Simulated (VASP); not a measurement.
A run of VASP 6.6.1 is set up as follows.

INCAR

```
SYSTEM = GaN
PREC = Accurate ; ENCUT = 600
EDIFF = 1E-7 ; ISMEAR = 0
SIGMA = 0.03 ; LREAL = .False.
LASPH = .True. ; NELM = 80
ALGO = Normal ; ISIF = 3
LWAVE = .False. ; LCHARG = .False.
GGA = PS ; IBRION = 2
NSW = 90 ; EDIFFG = -0.005
```

The input KPOINTS:

```
regular mesh
0
Gamma
  12 12 5
  0 0 0
```

POSCAR

```
GaN                                     
1.0
    3.1796023884      0.0000000000      0.0000000000
   -1.5898011942      2.7536164423     -0.0000000000
    0.0000000000     -0.0000000000      5.1837589817
  Ga              N             
     2     2
Direct
     0.3333333332999970    0.6666666667000030    0.9992962202991185
     0.6666666667000030    0.3333333332999970    0.4992962202991183
     0.3333333332999970    0.6666666667000030    0.3757037797008817
     0.6666666667000030    0.3333333332999970    0.8757037797008815
```

Potentials or basis: VASP PAW PBE potentials, release 64 (Ga_d, N).

Command:

```bash
$ cat potpaw_PBE.64/Ga_d/POTCAR potpaw_PBE.64/N/POTCAR > POTCAR
$ mpirun -np 1 vasp_std > vasp.out
```

**Question.** Estimate the relaxed volume.

**Answer.** 11.35 Å³/atom.

**Question.** Predict the relaxed cell.

**Answer.** a = 3.180 Å, b = 3.180 Å, c = 5.183 Å, α = 90.00°, β = 90.00°, γ = 120.00°.

Final structure:
```yaml
crystal:
  lattice:
    - [3.18023, 0.00000, 0.00000]
    - [-1.59012, 2.75416, 0.00000]
    - [0.00000, 0.00000, 5.18322]
  atoms:
    - { symbol: Ga, position: [0.33333, 0.66667, 0.99924] }
    - { symbol: Ga, position: [0.66667, 0.33333, 0.49924] }
    - { symbol: N, position: [0.33333, 0.66667, 0.37576] }
    - { symbol: N, position: [0.66667, 0.33333, 0.87576] }
```

Caveat: the PAW data sets were made with another functional, which shifts forces and pressure a little.
